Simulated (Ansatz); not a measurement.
Crystal: Sn.

```
Sn
1.0
     0.00000    3.23334    3.23334
     3.23334    0.00000    3.23334
     3.23334    3.23334    0.00000
Sn
2
Cartesian
  4.8500 4.8500 4.8500
  3.2333 3.2333 3.2333
```

This isn't the form of Sn at room conditions, which is tetragonal (white tin).

- Program: Ansatz 0.2.0
- Task: relaxation of cell and atoms
- Functional: r2SCAN
- Dispersion: rVV10
- Potentials or basis: Ansatz PAW
- Cutoff: 500 eV (not typed: the program's choice for these potentials)
- k mesh: 7 × 7 × 7
- Occupations: fermi-dirac, width 0.05 eV
- Spin: no spin polarisation

At the start: volume 33.80 Å³/atom.

Question: How do energy, volume and symmetry change on relaxing?

Answer: It ends after 5 steps and the volume is 34.87 Å³/atom (+3.1 %); space group Fd-3m (No. 227, to 0.05 Å).

The path:
| step | energy change (eV) | largest force (eV/Å) | volume (Å³) |
| --- | --- | --- | --- |
| 1 | 0.0000 | 0.0000 | 67.61 |
| 2 | -0.0050 | 0.0000 | 71.29 |
| 3 | -0.0097 | 0.0000 | 69.83 |
| 4 | -0.0097 | 0.0000 | 69.74 |
| 5 | -0.0098 | 0.0000 | 69.74 |

Final structure:
```xyz
2
Lattice="0.0000 3.2669 3.2669 3.2669 0.0000 3.2669 3.2669 3.2669 0.0000" Properties=species:S:1:pos:R:3 pbc="T T T"
Sn    4.9004    4.9004    4.9004
Sn    3.2669    3.2669    3.2669
```

Caveat: the plane-wave basis is chosen anew once the cell has moved, so the energies of steps on either side of that aren't comparable; the PAW data sets come from PBE, with cores solved anew for the run's functional, which leaves a small shift of forces and pressure.
